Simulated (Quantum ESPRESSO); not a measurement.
# Au: phonons with PBE

Au:

```
Au
1.0
     0.00000    2.03500    2.03500
     2.03500    0.00000    2.03500
     2.03500    2.03500    0.00000
Au
1
Direct
  0.00000 0.00000 0.00000
```

```
Program             : Quantum ESPRESSO 7.5
Task                : phonons
Functional          : PBE
Potentials or basis : SSSP 1.3 efficiency PBE
Cutoff              : 816 eV
Density cutoff      : 3265 eV
k mesh              : 11 × 11 × 11
Occupations         : cold, width 0.2 eV
Spin                : no spin polarisation
Mixing beta         : 0.5
Most SCF iterations : 120
SCF threshold       : 2e-10 Ry
```

```json
{
  "Relaxed volume": "17.86 Å³/atom",
  "Relaxed cell": "a = 2.934 Å, b = 2.934 Å, c = 2.934 Å, α = 60.00°, β = 60.00°, γ = 60.00°",
  "Space group after relaxing (to 0.05 Å)": "Fm-3m (No. 225)",
  "Pressure after relaxing": "0.0 GPa",
  "Band gap on the k mesh": "none (metal or under the smearing width)",
  "Highest phonon frequency at the q point run": "108 cm⁻¹"
}
```

The path:
```tsv
step	energy change (eV)	largest force (eV/Å)	pressure (GPa)	volume (Å³)
1	0.0000	0.0000	9.82	16.85
2	-0.0283	0.0000	1.20	17.71
3	-0.0288	0.0000	0.16	17.84
4	-0.0288	0.0000	0.00	17.86
```

Final structure:
```yaml
crystal:
  lattice:
    - [0.00000, 2.07463, 2.07463]
    - [2.07463, 0.00000, 2.07463]
    - [2.07463, 2.07463, 0.00000]
  atoms:
    - { symbol: Au, position: [0.00000, 0.00000, 0.00000] }
```

Levels at points of the mesh, in eV from the Fermi level:
```csv
k point,band 6,band 7,band 8,band 9,band 10,band 11,band 12,band 13,band 14,band 15
"(0.00, 0.00, 0.00)",-4.49,-4.49,-4.49,-3.10,-3.10,14.48,18.21,18.21,18.21,23.00
```

Phonon frequencies in cm⁻¹ (negative: imaginary):
```csv
q point,frequencies
"(0.375, 0.375, 0.750)",47 82 108
```

Phonon modes at q = (0.375, 0.375, 0.750) in reciprocal lattice units:
```csv
mode,symmetry,cm⁻¹
1,B_1,47
2,A_1,82
3,B_2,108
```

Wall time 10 min on 1 thread of Intel(R) Xeon(R) Platinum 8488C (Sapphire Rapids), on a shared host, peak memory 0.09 GiB.

Caveat: the q point doesn't lie on the k mesh, which can shift a metal's frequencies strongly unless the mesh is converged. Spin-orbit coupling is left out, which matters for the levels of Au.
